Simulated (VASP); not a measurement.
# C₂H₃F₃: harmonic vibrations of a molecule

C₂H₃F₃, molecule in box, 8 atoms in the cell. PBE, harmonic vibrations; PAW potentials C, F, H (PBE set).

## Input

INCAR.step1:
```
SYSTEM = H3C2F3
PREC = Accurate
ENCUT = 400
EDIFF = 1E-8
ISMEAR = 0
SIGMA = 0.01
ISYM = 0
LREAL = .FALSE.
LASPH = .TRUE.
NELM = 100
ALGO = Normal
LWAVE = .FALSE.
LCHARG = .FALSE.
IBRION = 2
NSW = 60
ISIF = 2
EDIFFG = -0.002
POTIM = 0.5
```

INCAR.step2, as INCAR.step1 but for:
```
- IBRION = 2
- NSW = 60
- ISIF = 2
- EDIFFG = -0.002
- POTIM = 0.5
+ IBRION = 5
+ NFREE = 2
+ POTIM = 0.015
+ NSW = 1
```

KPOINTS:
```
k-points
0
Gamma
  1 1 1
```

POSCAR.step1:
```
H3C2F3
1.0
   13.0000000000      0.0000000000      0.0000000000
    0.0000000000     12.0000000000      0.0000000000
    0.0000000000      0.0000000000     13.0000000000
C F H
2 3 3
Direct
    0.4467307700      0.4813875000      0.5463000000
    0.5369615400      0.5023375000      0.4774384600
    0.6242846200      0.4613458300      0.5172538500
    0.5244692300      0.4549958300      0.3848230800
    0.5520846200      0.6115375000      0.4615769200
    0.4601000000      0.5211625000      0.6204076900
    0.4373000000      0.3919625000      0.5570461500
    0.3777153800      0.5159375000      0.5111076900
```

Commands (each step's output is kept before the next begins):
```
cat potpaw_PBE.64/C/POTCAR potpaw_PBE.64/F/POTCAR potpaw_PBE.64/H/POTCAR > POTCAR
cp INCAR.step1 INCAR
cp POSCAR.step1 POSCAR
mpirun -np 8 vasp_gam > vasp.out
cp CONTCAR POSCAR
cp INCAR.step2 INCAR
mpirun -np 8 vasp_gam > vasp.out
```

## Result

- Vibrations (cm⁻¹; a negative value is imaginary): 3098, 3097, 3011, 1434, 1434, 1376, 1237, 1162, 1161, 925, 924, 805, 574, 514, 513, 348, 346, 219
- Zero-point energy (eV): 1.375
- Translations and rotations, which should read zero (cm⁻¹): -29, -16, -1, 5, 23, 32
- Vibrational entropy at 298 K (meV/K): 0.291
- Displaced cells: 48
- Ionic steps, all stages: 65
- Electronic steps, all stages: 1252

VASP 6.6.1 took 1714 s on 8 cores (AMD EPYC 7R13 (Zen 3)), a shared host.
